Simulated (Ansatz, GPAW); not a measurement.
Given: the input of a run of Ansatz 0.2.0 on Hf (Hafnium). 

input.yaml

```yaml
crystal:
  lattice:
    - [3.1967, 0.0, 0.0]
    - [-1.59835, 2.7684234083, 0.0]
    - [0.0, 0.0, 5.0578]
  atoms:
    - { symbol: Hf, position: [0.6666666667, 0.3333333333, 0.75] }
    - { symbol: Hf, position: [0.3333333333, 0.6666666667, 0.25] }
kpoints:
  mp_grid: { grid: [10, 10, 5] }
scf:
  occupations: { method: gaussian, width: 0.021 }
hamiltonian:
  xc: pbe
  pseudopotentials: { kind: all_electron, lapw: { basis_error: 0.001 } }
output:
  forces: true
  stress: true
  eigenvalues: true
```

Potentials or basis: all-electron LAPW, scalar-relativistic.

The run is started by

```bash
$ ansatz run input.yaml --threads 1 --pin off --max-ram 3072MiB --backend cpu --events-out ev --progress --plain --runs-dir out
```

Task: What does the same run look like in GPAW 26.7.0 (ASE script)? Potentials or basis there: GPAW PAW data sets (gpaw-data 1.2.1), cutoff 600 eV.

Result: As run (cutoffs and basis follow the program's own potentials, and thresholds, step limits or extra output files can differ):

run.py

```python
from ase.dft.bandgap import bandgap
from ase.io import read, write
from ase.units import Bohr, GPa
from gpaw import GPAW, PW
from gpaw.elf import elf_from_dft_calculation

atoms = read('Hf.xyz')

calc = GPAW(mode=PW(600),
            xc='PBE',
            kpts={'size': (10, 10, 5), 'gamma': True},
            occupations={'name': 'methfessel-paxton', 'order': 0, 'width': 0.020999999999999998},
            nbands=24,
            convergence={'density': 1e-05, 'energy': 1e-05},
            maxiter=150,
            txt='gpaw.txt')
atoms.calc = calc
energy = atoms.get_potential_energy()
forces = atoms.get_forces()
stress = atoms.get_stress()
calc.write('gs.gpw')
write('result.traj', atoms)
print(f'Energy: {energy:.6f} eV')
print('Forces (eV/A):')
print(forces.round(4))
print('Stress (GPa):', (stress / GPa).round(3))
print('Fermi level:', round(calc.get_fermi_level(), 4), 'eV')
print(f'Gap: {bandgap(calc)[0]:.4f} eV, direct: {bandgap(calc, direct=True)[0]:.4f} eV')

# fields on the real-space grid
write('density.cube', atoms, data=calc.get_pseudo_density() * Bohr**3)
write('potential.cube', atoms, data=calc.get_electrostatic_potential())
write('elf.cube', atoms, data=elf_from_dft_calculation(calc).data)
```

Hf.xyz

```xyz
2
Lattice="3.1967000000 0.0000000000 0.0000000000 -1.5983500000 2.7684234083 0.0000000000 0.0000000000 0.0000000000 5.0578000000" Properties=species:S:1:pos:R:3 pbc="T T T"
Hf     1.5983500002      0.9228078027      3.7933500000
Hf    -0.0000000002      1.8456156056      1.2644500000
```

Potentials or basis: GPAW PAW data sets (gpaw-data 1.2.1), pw.

Command:

```console
$ OMP_NUM_THREADS=1 python run.py
```

Both were run:

|  | Ansatz | GPAW |
| --- | --- | --- |
| Pressure | 0.6 GPa | 0.9 GPa |

Where Ansatz's input types no cutoff or centring, it takes its own default and a Γ-centred mesh.

Pressure is positive in compression.
